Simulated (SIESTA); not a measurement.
Crystal: Pb.

```xyz
1
Lattice="0.0000 2.4750 2.4750 2.4750 0.0000 2.4750 2.4750 2.4750 0.0000" Properties=species:S:1:pos:R:3 pbc="T T T"
Pb    0.0000    0.0000    0.0000
```

Base run:

```yaml
Program: SIESTA 5.4.2
Functional: vdW-DF-cx
Potentials_or_basis: PseudoDojo 0.4 standard (PBE files)
Basis: DZP (energy shift 0.003 Ry; two zetas on semicore shells)
Grid_cutoff: 500 Ry
Energy_shift: 0.003 Ry
k_mesh: 9 × 9 × 9
Occupations: fermi-dirac, width 0.05 eV
Spin: no spin polarisation
```

Its results: band gap on the k mesh none (metal or under the smearing width); pressure 0.4 GPa.

Task: The run is repeated on the same cell with these changes: functional from vdW-DF-cx to PBE; potentials or basis from PseudoDojo 0.4 standard (PBE files) to SG15 1.2 (PBE files) or PseudoDojo by element. What comes out?

Result: Band gap on the k mesh none (metal or under the smearing width); pressure 3.1 GPa.

Caveats: spin-orbit coupling is left out, which moves the levels of the heavy elements; the basis of atomic orbitals isn't converged, which shifts pressures, moduli and gaps; the potentials were made for another functional, which shifts forces and pressure (some runs).
